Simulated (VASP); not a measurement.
# BP, vacuum levels of a slab or layer: which settings are enough?

BP, slab, 6 atoms in the cell. LDA; PAW potentials P, B (LDA set). VASP 6.6.1.

Wanted: face levels within 0.04 eV; energy within 2 meV/atom; forces within 0.02 eV/Å.

Crystal: BP, F-43m; Face: (1 1 1); Atomic planes: 6; Dipole correction: yes.

Face levels: vacuum level at each face, counted from the Fermi level.

POSCAR of the starting run:
```
BP
1.0
    3.1747231530      0.0000000000      0.0000000000
   -1.5873615765      2.7493909005      0.0000000000
    0.0000000000      0.0000000000     20.8323388481
P B
3 3
Direct
    0.7500000000      0.8750000000      0.3600171855
    0.4166666667      0.2083333333      0.4844463539
    0.0833333333      0.5416666667      0.6088755224
    0.4166666667      0.2083333333      0.3911244776
    0.0833333333      0.5416666667      0.5155536461
    0.7500000000      0.8750000000      0.6399828145
```

The series start from vacuum (Å): 15; correction: LDIPOL, IDIPOL 3, DIPOL, AMIN 0.01; k spacing (1/Å): 0.3; Cutoff ENCUT (eV): 420; SCF threshold EDIFF (eV): 1e-6; PREC: Accurate; LREAL: .FALSE.; ALGO: Normal. Each series keeps the choices made before it, and each single choice may use up half of a tolerance.

## Vacuum (Å)

| Vacuum (Å) | Face levels, largest deviation (eV) | Energy less reference (meV/atom) | Forces, largest deviation (eV/Å) | SCF iterations | Time (s) |
|---|---|---|---|---|---|
| 6 | 0.160 | 4.6 | 0.022 | 24 | 4.2 |
| 8 | 0.032 | 0.7 | 0.002 | 23 | 5.0 |
| 10 | 0.009 | 0.3 | 0.001 | 24 | 5.7 |
| 12 | 0.002 | 0.2 | 0.000 | 28 | 7.0 |
| 15 | 0.001 | 0.1 | 0.000 | 34 | 8.9 |
| 20 | 0.001 | 0.1 | 0.000 | 39 | 15 |
| 25 (reference) | 0.000 | 0.0 | 0.000 | 44 | 20 |

## Correction

| Correction | Face levels, largest deviation (eV) | Energy less reference (meV/atom) | Forces, largest deviation (eV/Å) | SCF iterations | Time (s) |
|---|---|---|---|---|---|
| LDIPOL, IDIPOL 3, DIPOL, AMIN 0.01 | 0.000 | 0.0 | 0.000 | 24 | 5.7 |
| LDIPOL, default AMIN | 0.003 | 0.0 | 0.002 | 30 | 6.9 |
| LDIPOL, no DIPOL | no result | no result | no result | 150 | 36 |
| IDIPOL 3 alone (energy only) | 0.421 | 0.7 | 0.023 | 26 | 6.4 |
| kernel truncation, coarsened | 0.032 | -0.2 | 0.001 | 28 | 10 |
| kernel truncation, full padding | 0.005 | -0.2 | 0.002 | 30 | 12 |

## k spacing (1/Å)

| k spacing (1/Å) | Face levels, largest deviation (eV) | Energy less reference (meV/atom) | Forces, largest deviation (eV/Å) | SCF iterations | Time (s) |
|---|---|---|---|---|---|
| 0.6 | 0.145 | 68.4 | 0.361 | 26 | 3.8 |
| 0.45 | 0.003 | 3.6 | 0.102 | 25 | 4.9 |
| 0.3 | 0.007 | 0.5 | 0.073 | 24 | 5.7 |
| 0.22 | 0.011 | -0.1 | 0.007 | 24 | 7.1 |
| 0.16 (reference) | 0.000 | 0.0 | 0.000 | 25 | 10 |

## Cutoff ENCUT (eV)

| Cutoff ENCUT (eV) | Face levels, largest deviation (eV) | Energy less reference (meV/atom) | Forces, largest deviation (eV/Å) | SCF iterations | Time (s) |
|---|---|---|---|---|---|
| 260 | 0.008 | 32.5 | 0.029 | 26 | 4.1 |
| 320 | 0.004 | 5.0 | 0.007 | 25 | 6.2 |
| 370 | 0.001 | 1.2 | 0.002 | 25 | 6.4 |
| 420 | 0.002 | 0.7 | 0.001 | 24 | 7.1 |
| 480 | 0.001 | 0.7 | 0.002 | 25 | 9.5 |
| 575 (reference) | 0.000 | 0.0 | 0.000 | 25 | 17 |

## SCF threshold EDIFF (eV)

| SCF threshold EDIFF (eV) | Face levels, largest deviation (eV) | Energy less reference (meV/atom) | Forces, largest deviation (eV/Å) | SCF iterations | Time (s) |
|---|---|---|---|---|---|
| 0.001 | 0.026 | 0.0 | 0.018 | 18 | 7.1 |
| 0.0001 | 0.009 | 0.0 | 0.003 | 21 | 7.0 |
| 1e-5 | 0.003 | 0.0 | 0.003 | 23 | 8.3 |
| 1e-6 | 0.002 | 0.0 | 0.000 | 24 | 7.1 |
| 1e-7 (reference) | 0.000 | 0.0 | 0.000 | 26 | 9.4 |

## PREC

| PREC | Face levels, largest deviation (eV) | Energy less reference (meV/atom) | Forces, largest deviation (eV/Å) | SCF iterations | Time (s) |
|---|---|---|---|---|---|
| Accurate | 0.000 | 0.0 | 0.000 | 21 | 7.0 |
| Normal | 0.000 | 0.0 | 0.000 | 21 | 3.3 |

## LREAL

| LREAL | Face levels, largest deviation (eV) | Energy less reference (meV/atom) | Forces, largest deviation (eV/Å) | SCF iterations | Time (s) |
|---|---|---|---|---|---|
| .FALSE. | 0.000 | 0.0 | 0.000 | 21 | 3.3 |
| Auto | 0.000 | -0.1 | 0.029 | 21 | 3.2 |

## ALGO

| ALGO | Face levels, largest deviation (eV) | Energy less reference (meV/atom) | Forces, largest deviation (eV/Å) | SCF iterations | Time (s) |
|---|---|---|---|---|---|
| Normal | 0.000 | 0.0 | 0.000 | 21 | 3.3 |
| Fast | 0.070 | 0.1 | 0.030 | 16 | 2.5 |
| All | 0.027 | 0.0 | 0.017 | 28 | 4.5 |

## Question

The rows run from the loosest to the tightest (no order: correction, PREC, LREAL, ALGO). For each series: choose the loosest value from which every tighter one stays within half of the tolerance; where there is no order, keep the first row unless others stay within half of the tolerance and take at least 30 % less time, and then take the fastest.

## Answer

- vacuum (Å): 10
- correction: LDIPOL, IDIPOL 3, DIPOL, AMIN 0.01
- k spacing (1/Å): 0.22
- Cutoff ENCUT (eV): 420
- SCF threshold EDIFF (eV): 0.0001
- PREC: Normal
- LREAL: .FALSE.
- ALGO: Normal

## All choices together

| Input | Face levels, largest deviation (eV) | Energy less reference (meV/atom) | Forces, largest deviation (eV/Å) | Time (s) |
|---|---|---|---|---|
| starting input without the dipole correction (naive) | 0.426 | 1.0 | 0.086 | 7.9 |
| chosen settings | 0.024 | 1.0 | 0.005 | 3.3 |
| reference settings throughout | 0.000 | 0.0 | 0.000 | 95 |

The tolerance is met.

Values of the reference run: Face levels: 4.935, 5.969 eV.

## The input

INCAR:
```
SYSTEM = BP
ALGO = Normal ; AMIN = 0.01
DIPOL = 0.5 0.5 0.5 ; EDIFF = 1E-4
ENCUT = 420 ; GGA = CA
IDIPOL = 3 ; ISMEAR = 0
KPAR = 4 ; LASPH = .TRUE.
LCHARG = .FALSE. ; LDIPOL = .TRUE.
LREAL = .FALSE. ; LVACPOTAV = .TRUE.
LVHAR = .TRUE. ; LWAVE = .FALSE.
NELM = 150 ; PREC = Normal
SIGMA = 0.1
```

KPOINTS:
```
Automatic mesh
0
Gamma
  11 11 1
  0 0 0
```

POSCAR:
```
BP
1.0
    3.1747231530      0.0000000000      0.0000000000
   -1.5873615765      2.7493909005      0.0000000000
    0.0000000000      0.0000000000     15.8323388481
P B
3 3
Direct
    0.7500000000      0.8750000000      0.3158093095
    0.4166666667      0.2083333333      0.4795343677
    0.0833333333      0.5416666667      0.6432594260
    0.4166666667      0.2083333333      0.3567405740
    0.0833333333      0.5416666667      0.5204656323
    0.7500000000      0.8750000000      0.6841906905
```

Commands:
```
cat potpaw_LDA.64/P/POTCAR potpaw_LDA.64/B/POTCAR > POTCAR
mpirun -np 4 vasp_std > vasp.out
```

Limits: The face is cut as in the bulk; no reconstruction is tried; at EDIFF = 0.0001 other algorithms or programs end up to 1.8 times the tolerance apart, so this threshold passes by luck, and a tighter one is safer.

The chosen input took VASP 6.6.1 3.3 s on 4 cores (Intel Xeon 6975P-C (Granite Rapids)), a shared host.
